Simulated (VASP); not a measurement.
Write the native input for VASP 6.6.1 that does the following.

| Item | Value |
| --- | --- |
| Task | single point |
| Functional | HSE06 |
| Potentials or basis | VASP PAW PBE potentials, release 64 (Cs_sv, I) |
| Cutoff | 520 eV |
| k mesh | 4 × 4 × 4 |
| Occupations | fermi-dirac, width 0.02 eV |
| Spin | no spin polarisation |
| Dipole correction | no |
| Exchange at q = 0 | truncated |
| Grid for exact exchange (PRECFOCK) | Normal |
| Screening parameter | 0.2079 1/A |
| Further INCAR settings | ALGO = Normal; EDIFF = 1e-06; NBANDS = 15 |

CsI:

```
Cs I
1.0
     4.63687    0.00000    0.00000
     0.00000    4.63687    0.00000
     0.00000    0.00000    4.63687
Cs I
1 1
Cartesian
  0.0000 0.0000 0.0000
  2.3184 2.3184 2.3184
```

The cell was built by a generator and needn't be a form met in nature.

The input as run:

POSCAR

```
CsI
1.0
    4.6368702437      0.0000000000      0.0000000000
    0.0000000000      4.6368702437      0.0000000000
    0.0000000000      0.0000000000      4.6368702437
Cs I
1 1
Direct
    0.0000000000      0.0000000000      0.0000000000
    0.5000000000      0.5000000000      0.5000000000
```

INCAR.step1

```
PREC = Accurate ; ENCUT = 520
EDIFF = 1E-5 ; ISMEAR = -1
SIGMA = 0.02 ; LREAL = False
LASPH = True ; NELM = 100
ALGO = Normal ; ISIF = 2
LWAVE = True ; LCHARG = False
NBANDS = 15 ; GGA = PE
```

INCAR.step2

```
PREC = Accurate ; ENCUT = 520
EDIFF = 1E-6 ; ISMEAR = -1
SIGMA = 0.02 ; LREAL = False
LASPH = True ; NELM = 100
ALGO = Normal ; ISIF = 2
LWAVE = False ; LCHARG = False
GGA = PE ; LHFCALC = True
HFSCREEN = 0.2079 ; PRECFOCK = Normal
NBANDS = 15 ; ISTART = 1
```

KPOINTS

```
Automatic mesh
0
Gamma
  4 4 4
```

Potentials or basis: VASP PAW PBE potentials, release 64 (Cs_sv, I).

Run with:

```sh
$ cat potpaw_PBE.64/Cs_sv/POTCAR potpaw_PBE.64/I/POTCAR > POTCAR
$ cp INCAR.step1 INCAR
$ mpirun -np 1 vasp_std > vasp.out
$ cp INCAR.step2 INCAR
$ mpirun -np 1 vasp_std > vasp.out
```

It gave:

```json
{
 "Pressure": "0.0 GPa",
 "Band gap on the k mesh": "4.71 eV, indirect (least direct gap 4.82 eV)"
}
```

Caveat: the PAW data sets were made with another functional, which shifts forces and pressure a little; spin-orbit coupling is left out, which moves the levels of the heavy elements.

Wall time 9.5 min on 1 thread of Intel(R) Xeon(R) Platinum 8488C (Sapphire Rapids), with other jobs on the host, peak memory 0.32 GiB.
